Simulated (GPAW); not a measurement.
# AlO (Pm-3m) in GPAW: convergence with bands over the usual count

Aim: find how far bands over the usual count must go before the results for AlO settle, at PBEsol. This setting moves, with any that are tied to it; all else stays.

Everything below comes from runs of GPAW 26.7.0. Logs are shortened: lines on timing, memory, paths and dates and some standing lists are left out, and cuts for length are marked. The log counts tension as positive stress, the text compression.

## (1) The structure

The structure is cubic, space group Pm-3m (No. 221). The conventional cell has a = 2.769 Å, b = 2.769 Å, c = 2.769 Å, α = 90.00°, β = 90.00°, γ = 90.00°. Around Al (site symmetry m-3m) lie 8 O at 2.40 Å. O (site symmetry m-3m) is surrounded by 8 Al at 2.40 Å.

The cell was built by a generator and needn't be a form met in nature.

## (2) With bands over the usual count 0.72

The input, run.py:

```python
from ase.dft.bandgap import bandgap
from ase.io import read, write
from ase.units import GPa
from gpaw import GPAW, PW, setup_paths

setup_paths.insert(0, '.')

atoms = read('POSCAR')

calc = GPAW(mode=PW(800),
            xc='PBEsol',
            kpts={'size': (10, 10, 10), 'gamma': True},
            occupations={'name': 'fermi-dirac', 'width': 0.05},
            nbands=9,
            convergence={'density': 1e-05, 'energy': 1e-05},
            maxiter=100,
            txt='gpaw.txt')
atoms.calc = calc
energy = atoms.get_potential_energy()
forces = atoms.get_forces()
stress = atoms.get_stress()
calc.write('gs.gpw')
write('result.traj', atoms)
print(f'Energy: {energy:.6f} eV')
print('Forces (eV/A):')
print(forces.round(4))
print('Stress (GPa):', (stress / GPa).round(3))
print('Fermi level:', round(calc.get_fermi_level(), 4), 'eV')
print(f'Gap: {bandgap(calc)[0]:.4f} eV, direct: {bandgap(calc, direct=True)[0]:.4f} eV')
```

The input, POSCAR:

```
AlO
1.0
    2.7691900000      0.0000000000      0.0000000000
    0.0000000000      2.7691900000      0.0000000000
    0.0000000000      0.0000000000      2.7691900000
Al O
1 1
Direct
    0.5000000000      0.5000000000      0.5000000000
    0.0000000000      0.0000000000      0.0000000000
```

Potentials or basis: PAW data sets generated in the run's folder for this functional, pw.

Run with:

```
$ gpaw-setup -f PBEsol Al O
$ OMP_NUM_THREADS=1 python run.py
```

gpaw.txt:

```text
__  _  _
 | _ |_)|_||  |
 |__||  | ||/\| - 26.7.0

Input parameters:
  mode=PW(ecut=800.0),
  convergence={'density': 1e-05, 'energy': 1e-05},
  kpts=MonkhorstPack(size=(10, 10, 10), gamma=True),
  maxiter=100,
  nbands=9,
  occupations=Occupations(name='fermi-dirac', width=0.05),
  xc=XC(name='PBEsol')

Diagonalizing LCAO Hamiltonian
Converting LCAO to pw mode
   .------.
  /|      |
 * |      |
 | .-Al---.
 |/      /
 O------*

Atoms  # Å, Bohr magnetons
|   | symbol |        x |        y |        z |    initial magnetic moments |
|---|--------|----------|----------|----------|-----------------------------|
| 0 |     Al | 1.384595 | 1.384595 | 1.384595 | ( 0.0000,  0.0000,  0.0000) |
| 1 |      O | 0.000000 | 0.000000 | 0.000000 | ( 0.0000,  0.0000,  0.0000) |

Unit cell  # Å
| periodic |        x |        y |        z |  lengths |    angles |
|----------|----------|----------|----------|----------|-----------|
|      yes | 2.769190 | 0.000000 | 0.000000 | 2.769190 | 90.000000 |
|      yes | 0.000000 | 2.769190 | 0.000000 | 2.769190 | 90.000000 |
|      yes | 0.000000 | 0.000000 | 2.769190 | 2.769190 | 90.000000 |

Number of symmetries: 48
Symmetry operations  # r_c * U_cc + t_c -> r_c
|    | kind |            matrix            |
|----|------|------------------------------|
|  0 |  E   |  1, 0, 0,  0, 1, 0,  0, 0, 1 |
|  1 |  σ   |  1, 0, 0,  0, 1, 0,  0, 0,-1 |
|  2 |  σ   |  1, 0, 0,  0, 0, 1,  0, 1, 0 |
|  3 |  C4  |  1, 0, 0,  0, 0, 1,  0,-1, 0 |
|  4 |  C4  |  1, 0, 0,  0, 0,-1,  0, 1, 0 |
|  5 |  σ   |  1, 0, 0,  0, 0,-1,  0,-1, 0 |
|  6 |  σ   |  1, 0, 0,  0,-1, 0,  0, 0, 1 |
|  7 |  C2  |  1, 0, 0,  0,-1, 0,  0, 0,-1 |
|  8 |  σ   |  0, 1, 0,  1, 0, 0,  0, 0, 1 |
|  9 |  C2  |  0, 1, 0,  1, 0, 0,  0, 0,-1 |
| 10 |  C3  |  0, 1, 0,  0, 0, 1,  1, 0, 0 |
| 11 |  S6  |  0, 1, 0,  0, 0, 1, -1, 0, 0 |
| 12 |  S6  |  0, 1, 0,  0, 0,-1,  1, 0, 0 |
| 13 |  C3  |  0, 1, 0,  0, 0,-1, -1, 0, 0 |
| 14 |  C4  |  0, 1, 0, -1, 0, 0,  0, 0, 1 |
| 15 |  S4  |  0, 1, 0, -1, 0, 0,  0, 0,-1 |
| 16 |  C3  |  0, 0, 1,  1, 0, 0,  0, 1, 0 |
| 17 |  S6  |  0, 0, 1,  1, 0, 0,  0,-1, 0 |
| 18 |  σ   |  0, 0, 1,  0, 1, 0,  1, 0, 0 |
| 19 |  C4  |  0, 0, 1,  0, 1, 0, -1, 0, 0 |
| 20 |  C2  |  0, 0, 1,  0,-1, 0,  1, 0, 0 |
| 21 |  S4  |  0, 0, 1,  0,-1, 0, -1, 0, 0 |
| 22 |  S6  |  0, 0, 1, -1, 0, 0,  0, 1, 0 |
| 23 |  C3  |  0, 0, 1, -1, 0, 0,  0,-1, 0 |
| 24 |  S6  |  0, 0,-1,  1, 0, 0,  0, 1, 0 |
| 25 |  C3  |  0, 0,-1,  1, 0, 0,  0,-1, 0 |
| 26 |  C4  |  0, 0,-1,  0, 1, 0,  1, 0, 0 |
| 27 |  σ   |  0, 0,-1,  0, 1, 0, -1, 0, 0 |
| 28 |  S4  |  0, 0,-1,  0,-1, 0,  1, 0, 0 |
| 29 |  C2  |  0, 0,-1,  0,-1, 0, -1, 0, 0 |
| 30 |  C3  |  0, 0,-1, -1, 0, 0,  0, 1, 0 |
| 31 |  S6  |  0, 0,-1, -1, 0, 0,  0,-1, 0 |
| 32 |  C4  |  0,-1, 0,  1, 0, 0,  0, 0, 1 |
| 33 |  S4  |  0,-1, 0,  1, 0, 0,  0, 0,-1 |
| 34 |  S6  |  0,-1, 0,  0, 0, 1,  1, 0, 0 |
| 35 |  C3  |  0,-1, 0,  0, 0, 1, -1, 0, 0 |
| 36 |  C3  |  0,-1, 0,  0, 0,-1,  1, 0, 0 |
| 37 |  S6  |  0,-1, 0,  0, 0,-1, -1, 0, 0 |
| 38 |  σ   |  0,-1, 0, -1, 0, 0,  0, 0, 1 |
| 39 |  C2  |  0,-1, 0, -1, 0, 0,  0, 0,-1 |
| 40 |  σ   | -1, 0, 0,  0, 1, 0,  0, 0, 1 |
| 41 |  C2  | -1, 0, 0,  0, 1, 0,  0, 0,-1 |
| 42 |  C2  | -1, 0, 0,  0, 0, 1,  0, 1, 0 |
| 43 |  S4  | -1, 0, 0,  0, 0, 1,  0,-1, 0 |
| 44 |  S4  | -1, 0, 0,  0, 0,-1,  0, 1, 0 |
| 45 |  C2  | -1, 0, 0,  0, 0,-1,  0,-1, 0 |
| 46 |  C2  | -1, 0, 0,  0,-1, 0,  0, 0, 1 |
| 47 |  i   | -1, 0, 0,  0,-1, 0,  0, 0,-1 |

BZ-sampling:
  Number of BZ points: 1000
  Number of IBZ points: 56

  Monkhorst-Pack size: [10, 10, 10]
  Monkhorst-Pack shift: [0.05, 0.05, 0.05]

K-points  # in reciprocal-cell coordinates
|     |                                coordinates |     weight |
|-----|--------------------------------------------|------------|
|   0 | (  0.00000000,   0.00000000,   0.00000000) | 0.00100000 |
|   1 | (  0.10000000,   0.00000000,   0.00000000) | 0.00600000 |
|   2 | (  0.10000000,   0.10000000,   0.00000000) | 0.01200000 |
|   3 | (  0.10000000,   0.10000000,   0.10000000) | 0.00800000 |
|   4 | (  0.20000000,   0.00000000,   0.00000000) | 0.00600000 |
|   5 | (  0.20000000,   0.10000000,   0.00000000) | 0.02400000 |
|   6 | (  0.20000000,   0.10000000,   0.10000000) | 0.02400000 |
|   7 | (  0.20000000,   0.20000000,   0.00000000) | 0.01200000 |
|   8 | (  0.20000000,   0.20000000,   0.10000000) | 0.02400000 |
|   9 | (  0.20000000,   0.20000000,   0.20000000) | 0.00800000 |
| ... |                                            |            |
|  55 | (  0.50000000,   0.50000000,   0.50000000) | 0.00100000 |

Plane wave coefficients: 1108
Cutoff: 800.0 eV

Spin-components: 1 (collinear spins)
Bands:           9
Projectors:      10
Spin-degeneracy: 2
Datatype:        complex128

Parallelization:
  kpt:    1
  domain: 1
  band:   1

Density:
  Valence electrons: 9.0
  Components: 1
  Grid points: [20 20 20]
  Charge: 0.0  # |e|

Potential:
  Grid points: [20 20 20]

species:
  Al:
    name:    Aluminium
    Z:       13.0
    valence: 3
    core:    10
    charge:  0.0  # [|e|]
    compensation charges:
      type: gauss
      rc: 0.34  # [Å]
      lmax: 2
    cutoffs:
      filter: 1.91  # [Å]
      core: 2.36  # [Å]
    projectors
    | kind |    occ | energy [eV] | rcut [Å] |
    |------|--------|-------------|----------|
    |   3s |  2.000 |      -7.715 |    1.085 |
    |   3p |  1.000 |      -2.689 |    1.085 |
    |    s |        |      19.497 |    1.085 |
    |    p |        |      24.522 |    1.085 |
    |    d |        |       0.000 |    1.085 |

    Using partial waves for Al as LCAO basis

  O:
    name:    Oxygen
    Z:       8.0
    valence: 6
    core:    2
    charge:  0.0  # [|e|]
    compensation charges:
      type: gauss
      rc: 0.21  # [Å]
      lmax: 2
    cutoffs:
      filter: 1.17  # [Å]
      core: 0.83  # [Å]
    projectors
    | kind |    occ | energy [eV] | rcut [Å] |
    |------|--------|-------------|----------|
    |   2s |  2.000 |     -23.808 |    0.688 |
    |   2p |  4.000 |      -8.972 |    0.598 |
    |    s |        |       3.404 |    0.688 |
    |    p |        |      18.239 |    0.598 |
    |    d |        |       0.000 |    0.619 |

    Using partial waves for O as LCAO basis

Reference energy: -8624.094663  # eV

eigensolver:
  PPCG
  Converge bands: occupied
  niter=2

density mixing:
  MSR1-Mixer
  Pratt-step length: 0.05
  Maximum mixing coefficient: 0.75
  Old densities: 10
  SVD Regularization: 0.005
  Good broyden scale: 1.0
  Trust region scale: 1.0
  Backstep threshold: 4.0
  History deletion threshold: 6.0
  Fourier metric: weight=20.0, sigma=0.015

occupation numbers:
  Fermi-Dirac:
    width: 0.0500  # eV

poisson solver:
  ecut: 6400.0  # eV

xc functional:
  name: PBEsol with 2 nearest neighbor stencil

convergence criteria:
- Maximum integral of absolute [dens]ity change: 1e-05 electrons / valence electron
- Maximum [total energy] change in last 3 cyles: 1e-05 eV / valence electron
- Maximum integral of absolute [eigenst]ate change: 4e-08 eV^2 / valence electron
maximum number of iterations: 100

SCF iterations
|iter     | |      energy | eigst |  dens |
|---------|-|-------------|-------|-------|
|iter:   1| |  -11.763192 | +0.26 |       |
|iter:   2| |  -11.515241 | -2.22 | -0.83 |
|iter:   3| |  -10.994974 | -1.46 | -0.90 |
|iter:   4| |  -10.985637 | -3.19 | -1.48 |
|iter:   5| |  -10.981967 | -3.60 | -1.70 |
|iter:   6| |  -10.982010 | -5.29 | -2.80 |
|iter:   7| |  -10.982031c| -5.91 | -3.10 |
|iter:   8| |  -10.982030c| -7.79c| -4.36 |
|iter:   9| |  -10.982030c| -8.32c| -4.92 |
|iter:  10| |  -10.982030c| -9.58c| -6.21c|

Converged in 10 steps
Energy contributions relative to reference atoms: (reference = -8624.094663)

Energy contributions:
  Kinetic:           8.507748
  Coulomb:          -7.217669
  Zero:              0.219194
  External:          0.000000
  Xc:              -12.486281
  Entropy:          -0.010042
  Spinorbit:         0.000000
  ----------------------------
  Free energy:     -10.987051
  Extrapolated:    -10.982030

dipole moment: (-7.807056, -7.807056, -7.807056)  # |e|*Ang

Fermi level: 8.972
Eigenvalues  # (at kpt = [0.000, 0.000, 0.000])
| band index |      eig [eV] | occ [0-2] |
|------------|---------------|-----------|
|          0 |       -12.104 |     2.000 |
|          1 |         4.075 |     2.000 |
|          2 |         4.566 |     2.000 |
|          3 |         4.566 |     2.000 |
|          4 |         4.566 |     2.000 |
|          5 |        14.580 |     0.000 |
|          6 |        14.580 |     0.000 |
|          7 |        20.062 |     0.000 |
|          8 |        20.062 |     0.000 |

No gap
No difference between direct/indirect transitions

Forces  # eV/Ang
|        x |        y |        z |
|----------|----------|----------|
|  0.00000 |  0.00000 |  0.00000 |  # Al   0
| -0.00000 | -0.00000 | -0.00000 |  # O    1

Stress tensor  # eV/Ang^3
|         x |         y |        z |
|-----------|-----------|----------|
|  0.025408 | -0.000000 | 0.000000 |
| -0.000000 |  0.025408 | 0.000000 |
|  0.000000 |  0.000000 | 0.025408 |

# Writing to gs.gpw (mode='')
```

stdout:

```text
Energy: -10.982030 eV
Forces (eV/A):
[[ 0.  0.  0.]
 [-0. -0. -0.]]
Stress (GPa): [ 4.071  4.071  4.071  0.     0.    -0.   ]
Fermi level: 8.972 eV
Gap: 0.0000 eV, direct: 0.0000 eV
```

Wall time 13 s (1 thread of Arm Neoverse V1, shared host); peak memory 0.15 GiB.

Results:

```yaml
Free_energy: -10.9871 eV
Pressure: -4.1 GPa
Band_gap_on_the_k_mesh: none (metal or under the smearing width)
```

## (3) With bands over the usual count 0.8

Changes to run.py since step 2:

```diff
@@ -13,3 +13,3 @@
             occupations={'name': 'fermi-dirac', 'width': 0.05},
-            nbands=9,
+            nbands=10,
             convergence={'density': 1e-05, 'energy': 1e-05},
```

POSCAR is that of step 2.

Potentials or basis: PAW data sets generated in the run's folder for this functional, pw.

Run with:

```
$ gpaw-setup -f PBEsol Al O
$ OMP_NUM_THREADS=1 python run.py
```

Wall time 13 s (1 thread of Arm Neoverse V1, shared host); peak memory 0.15 GiB.

It converged, with:

```yaml
Free_energy: -10.9871 eV
Pressure: -4.1 GPa
Band_gap_on_the_k_mesh: none (metal or under the smearing width)
```

## (4) With bands over the usual count 0.9

Changes to run.py since step 3:

```diff
@@ -13,3 +13,3 @@
             occupations={'name': 'fermi-dirac', 'width': 0.05},
-            nbands=10,
+            nbands=11,
             convergence={'density': 1e-05, 'energy': 1e-05},
```

POSCAR is that of step 3.

Run with:

```
$ gpaw-setup -f PBEsol Al O
$ OMP_NUM_THREADS=1 python run.py
```

Wall time 14 s (1 thread of Arm Neoverse V1, shared host); peak memory 0.15 GiB.

It converged, with:

| Quantity | Value |
| --- | --- |
| Free energy | -10.9871 eV |
| Pressure | -4.1 GPa |
| Band gap on the k mesh | none (metal or under the smearing width) |

## (5) With bands over the usual count 1

Changes to run.py since step 4:

```diff
@@ -13,3 +13,3 @@
             occupations={'name': 'fermi-dirac', 'width': 0.05},
-            nbands=11,
+            nbands=12,
             convergence={'density': 1e-05, 'energy': 1e-05},
```

POSCAR is that of step 4.

Run with:

```
$ gpaw-setup -f PBEsol Al O
$ OMP_NUM_THREADS=1 python run.py
```

Wall time 14 s (1 thread of Arm Neoverse V1, shared host); peak memory 0.15 GiB.

It converged, with:

```yaml
Free_energy: -10.9871 eV
Pressure: -4.1 GPa
Band_gap_on_the_k_mesh: none (metal or under the smearing width)
```

## (6) With bands over the usual count 1.3

Changes to run.py since step 5:

```diff
@@ -13,3 +13,3 @@
             occupations={'name': 'fermi-dirac', 'width': 0.05},
-            nbands=12,
+            nbands=16,
             convergence={'density': 1e-05, 'energy': 1e-05},
```

POSCAR is that of step 5.

Potentials or basis: PAW data sets generated in the run's folder for this functional, pw.

Run with:

```
$ gpaw-setup -f PBEsol Al O
$ OMP_NUM_THREADS=1 python run.py
```

Wall time 17 s (1 thread of Arm Neoverse V1, shared host); peak memory 0.15 GiB.

Results (log left out):

- Free energy: -10.9871 eV
- Pressure: -4.1 GPa
- Band gap on the k mesh: none (metal or under the smearing width)

## (7) With bands over the usual count 1.7

Changes to run.py since step 6:

```diff
@@ -13,3 +13,3 @@
             occupations={'name': 'fermi-dirac', 'width': 0.05},
-            nbands=16,
+            nbands=20,
             convergence={'density': 1e-05, 'energy': 1e-05},
```

POSCAR is that of step 6.

Run with:

```
$ gpaw-setup -f PBEsol Al O
$ OMP_NUM_THREADS=1 python run.py
```

It took 20 s on 1 thread of Arm Neoverse V1, shared host; peak memory 0.16 GiB.

Results (log left out):

```
Free energy            : -10.9871 eV
Pressure               : -4.1 GPa
Band gap on the k mesh : none (metal or under the smearing width)
```

## (8) With bands over the usual count 2.5

Changes to run.py since step 7:

```diff
@@ -13,3 +13,3 @@
             occupations={'name': 'fermi-dirac', 'width': 0.05},
-            nbands=20,
+            nbands=30,
             convergence={'density': 1e-05, 'energy': 1e-05},
```

POSCAR is that of step 7.

Run with:

```
$ gpaw-setup -f PBEsol Al O
$ OMP_NUM_THREADS=1 python run.py
```

Run time: 31 s. Hardware: 1 thread of Arm Neoverse V1, shared host; peak memory 0.17 GiB.

Results (log left out):

```yaml
Free_energy: -10.9871 eV
Pressure: -4.1 GPa
Band_gap_on_the_k_mesh: none (metal or under the smearing width)
```

## (9) Summary

```tsv
bands over the usual count	energy less the tightest run, at zero smearing (meV/atom)	SCF cycles	CPU time (s)	peak memory (GiB)
0.72	0.00	10	12	0.15
0.8	0.00	10	13	0.15
0.9	0.00	10	14	0.15
1	0.00	10	14	0.15
1.3	0.00	10	17	0.15
1.7	0.00	10	20	0.16
2.5	0.00	10	31	0.17
```

Against the tightest run, the energy stays within 1 meV/atom from 0.72 on. The tightest run that finished is the yardstick and may itself not be fully converged.

Caveats: an odd number of electrons without spin polarisation forces a metal; a magnetic or distorted state may lie lower.
